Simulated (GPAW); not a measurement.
Crystal: CuAu.

```
CELL_PARAMETERS angstrom
2.81075 0.00000 0.00000
0.00000 2.81075 0.00000
0.00000 0.00000 3.68500
ATOMIC_POSITIONS crystal
Au 0.00000 0.00000 0.00000
Cu 0.50000 0.50000 0.50000
```

* Program: GPAW 26.7.0
* Task: relaxation of cell and atoms
* Functional: PBEsol
* Dispersion: D3
* Potentials or basis: PAW data sets generated in the run's folder for this functional
* Cutoff: 600 eV
* Basis: pw
* k mesh: 9 × 9 × 7
* Occupations: fermi-dirac, width 0.05 eV
* Spin: no spin polarisation

At the start: pressure -6.1 GPa; volume 14.56 Å³/atom.

Problem. Where does the relaxation end?

Solution. Over 7 steps the energy falls by 10.6 meV/atom and the volume is 14.03 Å³/atom (-3.6 %); space group P4/mmm (No. 123, to 0.05 Å).

The path:
```
step  energy change (eV)  largest force (eV/Å)  pressure (GPa)  volume (Å³)
   1              0.0000                0.0000           -6.11        29.11
   2             -0.0111                0.0000           -4.33        28.77
   3             -0.0208                0.0000            0.41        27.98
   4             -0.0210                0.0000            0.02        28.04
   5             -0.0210                0.0000           -0.04        28.05
   6             -0.0212                0.0000           -0.19        28.08
   7             -0.0212                0.0000           -0.10        28.07
```

Final structure:
```
Au Cu
1.0
     2.76734    0.00000    0.00000
     0.00000    2.76734    0.00000
     0.00000    0.00000    3.66499
Au Cu
1 1
Direct
  0.00000 0.00000 0.00000
  0.50000 0.50000 0.50000
```

Caveat: with these Cu and Au data sets, volumes or pressures lay over 1.5 % or 2 GPa off other programs in two to four cells of ten; later steps reuse the first step's grids; pairwise dispersion overbinds metals, which lowers pressure and volume.
